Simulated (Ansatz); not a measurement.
Consider the substitution at a C–C bond: `CCC(=O)O` + H₂Se → `O=C(O)[SeH]` + ethane.

Program: Ansatz. Geometries: PBE0-D4/def2-TZVP. ΔE: electronic, gas phase. CCSD(T)/CBS adds triple-zeta CCSD(T) − MP2 to the extrapolated MP2 energy (def2 sets, frozen cores). This one scheme is used for every species. Functionals use def2-TZVPP. B3LYP here is the variant with VWN-RPA as its local correlation; programs differ in this. HSE06 is defined as in plane-wave codes. For Se outer-core shells are correlated without core-valence functions, which leaves a few kJ/mol of doubt a bond. Scalar relativity is left out up to krypton. Each species was taken in one conformer, which may not be the lowest.

`CCC(=O)O`:

Z-matrix (Å, degrees):
```
C
C 1 1.514
H 1 1.091 2 110.5
H 1 1.091 2 111.0 3 -120.3
H 1 1.091 2 111.0 3 120.3
C 2 1.501 1 113.0 3 -180.0
H 2 1.095 1 111.8 3 -58.8
H 2 1.095 1 111.8 3 58.9
O 6 1.346 2 111.6 1 -179.9
O 6 1.200 2 126.0 1 0.1
H 9 0.967 6 106.5 2 -179.9
```

H₂Se:

Cartesian coordinates in Å:
```
Se 0.603 -0.292 -0.138
H -0.569 -0.681 0.653
H -0.034 0.974 -0.515
```

`O=C(O)[SeH]`:

Z-matrix (Å, degrees):
```
C
O 1 1.339
Se 1 1.921 2 108.4
O 1 1.192 2 125.1 3 180.0
H 2 0.969 1 106.8 3 -180.0
H 3 1.466 1 91.4 2 -180.0
```

`CC`:

Cartesian coordinates in Å:
```
C -0.401 0.211 0.609
C 0.401 -0.211 -0.609
H -0.465 -0.597 1.343
H 0.052 1.071 1.107
H -1.422 0.488 0.338
H 0.464 0.596 -1.343
H -0.052 -1.072 -1.107
H 1.422 -0.488 -0.338
```

Question: Is it downhill or uphill in electronic energy at CCSD(T)/CBS, and by how much? (An estimate is asked.)

Answer: The calculation gave: Uphill: ΔE = +0.18 eV.

Question: What do these levels give: PBE-D4, r2SCAN0-D4, CAM-B3LYP-D4, ωB97X-V, PBE, B3LYP, r2SCANh, HSE06, HF/def2-SVP, CCSD(T)/def2-SVP, CCSD(T)/def2-TZVPP, SCS-MP2/def2-QZVPP? (An estimate is asked.)

Answer: The calculation gave: PBE-D4 0.03, r2SCAN0-D4 0.16, CAM-B3LYP-D4 0.18, ωB97X-V 0.19, PBE 0.02, B3LYP 0.08, r2SCANh 0.11, HSE06 0.12, HF/def2-SVP 0.40, CCSD(T)/def2-SVP 0.30, CCSD(T)/def2-TZVPP 0.18, SCS-MP2/def2-QZVPP 0.14 eV.

Question: What do rigid-rotor, harmonic-oscillator terms from PBE0-D4/def2-TZVP frequencies (298.15 K, 1 bar) make of the CCSD(T)/CBS value? (Estimate.)

Answer: Computed: ΔZPE = +0.07 eV, ΔH = +0.24 eV, ΔS = -8 J/(mol·K), ΔG = +0.27 eV.

Largest T1 diagnostic among the species: 0.014.

From BLYP to BHLYP (50 % exact exchange), in def2-TZVPP and without D4, ΔE moves by +0.21 eV. Leaving LDA and LC-ωPBE aside and taking each functional with its dispersion term where it has one, the values, not all of them listed here, spread over 0.20 eV, from BLYP-D4 to BHLYP-D4. LDA lies +0.12 eV from PBE without D4.
